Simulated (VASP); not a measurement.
W: relaxation of cell and atoms with PBE

Crystal: W.

```xyz
1
Lattice="0.0000 1.9958 1.9958 1.9958 0.0000 1.9958 1.9958 1.9958 0.0000" Properties=species:S:1:pos:R:3 pbc="T T T"
W     0.0000    0.0000    0.0000
```

This isn't the form of W at room conditions, which is bcc.

- Program: VASP 6.6.1
- Task: relaxation of cell and atoms
- Functional: PBE
- Potentials or basis: VASP PAW PBE potentials, release 64 (W_sv)
- Cutoff: 600 eV
- k mesh: 18 × 18 × 18
- Occupations: gaussian, width 0.1 eV
- Spin: no spin polarisation
- Further INCAR settings: ALGO = Normal; EDIFF = 1e-07; IBRION = 2; EDIFFG = -0.005; NSW = 90; ISIF = 3

| Quantity | Value |
| --- | --- |
| Relaxed volume | 16.48 Å³/atom |
| Relaxed cell | a = 2.856 Å, b = 2.856 Å, c = 2.856 Å, α = 60.00°, β = 60.00°, γ = 60.00° |
| Space group after relaxing (to 0.05 Å) | Fm-3m (No. 225) |
| Energy gained by relaxing | 19.2 meV/atom |
| Ionic steps | 4 |
| Pressure after relaxing | 0.0 GPa |
| Band gap on the k mesh | none (metal or under the smearing width) |

Step by step:
```tsv
step	energy change (eV)	largest force (eV/Å)	pressure (GPa)	volume (Å³)
1	0.0000	0.0000	10.94	15.90
2	0.1680	0.0000	-26.36	18.53
3	-0.0192	0.0000	-0.46	16.51
4	-0.0192	0.0000	-0.02	16.48
```

Final structure:
```xyz
1
Lattice="0.0000 2.0198 2.0198 2.0198 0.0000 2.0198 2.0198 2.0198 0.0000" Properties=species:S:1:pos:R:3 pbc="T T T"
W     0.0000    0.0000    0.0000
```

Levels at points of the mesh, in eV from the Fermi level:
```csv
k point,band 4,band 5,band 6,band 7,band 8,band 9,band 10,band 11
"(0.00, 0.00, 0.00)",-37.31,-8.96,-0.55,-0.55,-0.55,2.56,2.56,12.79
"(0.50, 0.00, 0.00)",-37.46,-5.57,-0.77,-0.77,0.63,5.02,5.02,10.23
"(0.50, 0.50, 0.00)",-37.72,-5.45,-4.48,3.03,4.99,5.74,5.74,11.71
```

It took 43 s on 1 thread of Intel(R) Xeon(R) Platinum 8488C (Sapphire Rapids) (shared host), peak memory 0.17 GiB.

The run has no spin-orbit coupling, so splittings on W are missing.
